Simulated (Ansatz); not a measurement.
## All-electron card of SnSe

```xyz
4
Lattice="2.1550 -5.8525 0.0000 2.1550 5.8525 0.0000 0.0000 0.0000 4.3180" Properties=species:S:1:pos:R:3 pbc="T T T"
Sn    2.1550   -4.4479    1.0795
Sn    2.1550    4.4479    3.2385
Se    2.1550   -1.6855    1.0795
Se    2.1550    1.6855    3.2385
```

Atom numbers follow the list: Sn1, Sn2, Se3, Se4.

The structure is an experimental refinement, used without relaxation. It was measured hot, at 825 K.

No spin–orbit coupling, which matters for the heavy atoms here.

Methods: DFT, PBE, all-electron LAPW, scalar-relativistic (Ansatz 0.2.0); DFT, PBE, PAW with Ansatz's default frozen-core files, scalar-relativistic (Ansatz 0.2.0).

For LAPW: a Γ-centred 7×7×6 k mesh, Fermi–Dirac smearing of 0.03 eV, basis error target 1 meV/atom, no spin polarisation. PAW takes a cutoff of 420 eV at this cell. The Ansatz runs share mesh, smearing and spin set-up. Values come from LAPW unless marked.

| Property | Result |
| --- | --- |
| Bader charges (from the PAW run) | Sn1 +0.84, Se3 -0.84 e |
| Löwdin charges (with 0.12 e of the cell spilling out of the atomic basis, so their sizes and signs hang on that basis) | Sn1 0.35, Se3 -0.29 e |
| Pressure at this cell | -0.51 GPa |
| Smallest direct gap on the path | 0.75 eV |
| Largest force | 0.277 eV/Å on Sn1 |
| Volume per atom | 27.23 Å³ |

Problem. Give the computed value. Band gap.

Solution. 0.36 eV (so small a gap may close at points that the mesh and path miss).

Problem. Give the computed value. Stress xx, yy, zz (compression positive).

Solution. -0.88, 0.16, -0.81 GPa.
